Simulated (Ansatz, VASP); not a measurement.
NaH: VASP beside Ansatz

```xyz
2
Lattice="0.0000 2.4400 2.4400 2.4400 0.0000 2.4400 2.4400 2.4400 0.0000" Properties=species:S:1:pos:R:3 pbc="T T T"
Na    0.0000    0.0000    0.0000
H     2.4754    2.4754    2.4400
```

Alike in both runs: task electric field gradients; functional PBE; k mesh 9 × 9 × 9; occupations fermi-dirac, width 0.03 eV; no spin polarisation.

|  | VASP | Ansatz |
| --- | --- | --- |
| version | VASP 6.6.1 | Ansatz 0.2.0 |
| potentials or method | VASP PAW PBE potentials, release 64 (Na_pv, H), cutoff 520 eV | all-electron PAW with datasets made for the crystal, scalar-relativistic |

Ansatz gave:

```
gap on the k mesh at the Fermi level (eV)                      : 4.01
pressure (GPa)                                                 : -0.6
rms of the force components (eV/Å)                             : 0.022
Vzz of the field gradient on the site that differs most (V/Å²) : -0.1
```

Problem. What did VASP give for the same quantities?

Solution. gap on the k mesh at the Fermi level (eV): 4.01; pressure (GPa): -0.7; rms of the force components (eV/Å): 0.022; Vzz of the field gradient on the site that differs most (V/Å²): -0.1.

Atom by atom the forces differ by 0.000 eV/Å (rms over components). Ansatz ran all-electron here, so the differences hold the error of VASP's frozen core and of both bases.

Caveats: an odd mesh through Γ misses points on the zone boundary, where band edges often lie.
